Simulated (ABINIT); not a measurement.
Set up this calculation in ABINIT 10.8.3 (patched build), as the native input.

* Task: equation of state
* Functional: PBEsol
* Potentials or basis: PseudoDojo NC SR PBEsol v0.4.1 standard
* Cutoff: 1252 eV
* k mesh: 12 × 12 × 7
* Occupations: fermi-dirac, width 0.05 eV
* Spin: no spin polarisation

Cu:

```
Cu
1.0
     2.53410    0.00000    0.00000
    -1.26705    2.19459    0.00000
     0.00000    0.00000    4.11257
Cu
2
Direct
  0.66667 0.33333 0.75000
  0.33333 0.66667 0.25000
```

This isn't the form of Cu at room conditions, which is fcc.

One way to write it, as run:

run.abi

```
# Datasets: one volume each
ndtset 7
getwfk -1
scalecart1 3*0.9795861087
scalecart2 3*0.9864848297
scalecart3 3*0.9932883884
scalecart4 3*1.0000000000
scalecart5 3*1.0066227096
scalecart6 3*1.0131594038
scalecart7 3*1.0196128224

# Pseudopotentials
pp_dirpath "./"
pseudos "Cu.upf"

# Structure
acell 4.7887486792 4.7887486793 7.7716328581
rprim
     1.0000000000     0.0000000000     0.0000000000
    -0.5000000000     0.8660254038     0.0000000000
     0.0000000000     0.0000000000     1.0000000000
ntypat 1
znucl 29
natom 2
typat 1 1
xred
     0.6666666667     0.3333333333     0.7500000000
     0.3333333333     0.6666666667     0.2500000000

# Plane-wave basis
ecut 46.0

# k points
kptopt 1
ngkpt 12 12 7
nshiftk 1
shiftk 0.0 0.0 0.0

# Exchange and correlation
ixc -116133

# Bands and occupations
nband 23
occopt 3
tsmear 0.05 eV

# SCF cycle
nstep 100
tolvrs 1.0e-10

# Output
iomode 3
prtwf 1
prtden 0
prteig 0
prtebands 0
enunit 2
```

Potentials or basis: PseudoDojo NC SR PBEsol v0.4.1 standard.

Command:

```console
$ abinit run.abi > log 2>&1
```

Results of the run:

```json
{
 "Equilibrium volume": "11.32 Å³/atom",
 "Bulk modulus at fixed shape and positions": "169 GPa",
 "Pressure derivative of the bulk modulus": "5.0"
}
```

Caveat: pressures at fixed basis lie under the slope of the energies; the cell was scaled at fixed shape and fractional positions, which overstates the stiffness of a crystal with free parameters, most of all of layers and chains.

Run time: 10 min on 1 thread of Arm Neoverse V2, with other jobs on the host, peak memory 0.16 GiB.
